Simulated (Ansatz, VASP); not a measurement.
**One calculation of Hf, two programs**

```
Hf
1.0
    -2.73491    2.73491    1.48351
     2.73491   -2.73491    1.48351
     2.73491    2.73491   -1.48351
Hf
2
Direct
  0.00000 0.00000 0.00000
  0.75000 0.25000 0.50000
```

Alike in both runs: functional PBEsol; k mesh 20 × 20 × 20; occupations gaussian, width 0.1 eV; no spin polarisation.

Ansatz relaxed the structure, and its values are those at the end. VASP's run is a single point on that final structure, the one shown.

|  | VASP | Ansatz |
| --- | --- | --- |
| version | VASP 6.6.1 | Ansatz 0.2.0 |
| potentials or method | VASP PAW PBE potentials, release 64 (Hf_pv) | scalar-relativistic, plane waves, PAW |
| plane-wave cutoff (eV) | 520 | 420 |
| valence electrons in the cell | 20 | 52 |

```tsv
	VASP	Ansatz	Ansatz less VASP
gap on the k mesh at the Fermi level (eV)	none	none	-
pressure (GPa)	-0.3	0.0	+0.33
```

A gap of «none» marks a metal or a gap that the smearing closes. The two sets of potentials don't hold the same shells in valence.

Caveats: the PAW data sets were made with another functional, which shifts forces and pressure a little (VASP). Spin-orbit coupling is left out, which matters for the levels of Hf.
